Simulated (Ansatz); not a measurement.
# MoS2: the cost of one run

Method: DFT LDA, scalar-relativistic, in Ansatz 0.2.0.

## (1) The structure to begin with

It takes space group P6_3/mmc (No. 194, hexagonal). Conventional cell: a = 3.161 Å, b = 3.161 Å, c = 12.295 Å, α = 90.00°, β = 90.00°, γ = 120.00°. Around Mo (site symmetry -6m2) lie 6 S at 2.37 Å. S (site symmetry 3m) is surrounded by 3 Mo at 2.37 Å.

Coordinates:

```xyz
6
Lattice="3.1610 0.0000 0.0000 -1.5805 2.7375 0.0000 0.0000 0.0000 12.2950" Properties=species:S:1:pos:R:3 pbc="T T T"
Mo    0.0000    1.8250    3.0737
Mo    1.5805    0.9125    9.2212
S     0.0000    1.8250    7.7151
S     1.5805    0.9125    1.5676
S     0.0000    1.8250   10.7274
S     1.5805    0.9125    4.5799
```

Atoms are numbered in the order of the input: Mo1, Mo2, S3, S4, S5, S6.

## (2) The deformed structure

Space group P6_3/mmc before, P6_3/mmc after.

## (3) LAPW, all electrons

Input file input.yaml:

```yaml
crystal:
  lattice:
    - [3.1610016016, 0.0, 0.0]
    - [-1.5805008008, 2.7375076884, 0.0]
    - [0.0, 0.0, 12.41795]
  atoms:
    - { symbol: Mo, position: [0.3333333333, 0.6666666667, 0.25] }
    - { symbol: Mo, position: [0.6666666667, 0.3333333333, 0.75] }
    - { symbol: S, position: [0.3333333333, 0.6666666667, 0.6275] }
    - { symbol: S, position: [0.6666666667, 0.3333333333, 0.1275] }
    - { symbol: S, position: [0.3333333333, 0.6666666667, 0.8725] }
    - { symbol: S, position: [0.6666666667, 0.3333333333, 0.3725] }
kpoints:
  mp_grid: { grid: [10, 10, 3] }
  band_path:
    path:
      - [0.0, 0.0, 0.0]
      - [0.5, 0.0, 0.0]
      - [0.3333333333, 0.3333333333, 0.0]
      - [0.0, 0.0, 0.0]
      - [0.0, 0.0, 0.5]
      - [0.5, 0.0, 0.5]
      - [0.3333333333, 0.3333333333, 0.5]
      - [0.0, 0.0, 0.5]
      - [0.5, 0.0, 0.5]
    npoints: 5
scf:
  occupations: { method: fermi_dirac, width: 0.03 }
hamiltonian:
  xc: lda
  pseudopotentials: { kind: all_electron, lapw: { basis_error: 0.001 } }
output:
  forces: true
  stress: true
  eigenvalues: true
```

The run is started by

```console
$ ansatz run input.yaml --threads 2 --pin off --max-ram 8192MiB --backend cpu --events-out ev --progress --plain --runs-dir out
```

Q: Estimate wall time and peak memory on 2 threads of Intel Xeon Platinum 8375C at 2.90GHz (Ice Lake), shared host.

About 31 s, with a peak of 0.65 GiB.
